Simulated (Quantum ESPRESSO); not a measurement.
## Hf under changes of volume

One of the cells (22.380 Å³/atom); the others are scaled copies at fixed shape and fractional positions:

```
CELL_PARAMETERS angstrom
3.19670 0.00000 0.00000
-1.59835 2.76842 0.00000
0.00000 0.00000 5.05780
ATOMIC_POSITIONS crystal
Hf 0.66667 0.33333 0.75000
Hf 0.33333 0.66667 0.25000
```

| Quantity | Value |
| --- | --- |
| Program | Quantum ESPRESSO 7.5 |
| Functional | LDA |
| Potentials or basis | GBRV 1.5 LDA |
| Cutoff | 612 eV |
| Density cutoff | 4898 eV |
| k mesh | 10 × 10 × 5 |
| Occupations | fermi-dirac, width 0.05 eV |
| Spin | no spin polarisation |

```csv
volume (Å³/atom),energy over the lowest point (meV/atom),pressure (GPa)
21.037,0.00,-1.2
21.485,5.91,-3.6
21.933,18.23,-5.8
22.380,36.31,-7.7
22.828,?,?
23.276,87.86,-11.2
23.723,120.43,-12.6
```

Q: What does the run at 22.828 Å³/atom give?

A: Energy over the lowest point 59.68 meV/atom; pressure -9.5 GPa.

Worked out: A Birch-Murnaghan fit of order 3 (a polynomial in V^(-2/3)) to the other rows has its minimum at 20.88 Å³/atom, just outside them, with B0 = V·E''(V) = 120 GPa and B' = 3.3 at fixed shape and positions, which overstates the stiffness. It gives 59.67 meV/atom at 22.828 Å³/atom, against the run's 59.68, and -dE/dV = -9.3 GPa, against -9.5.

Energies are extrapolated to zero smearing.
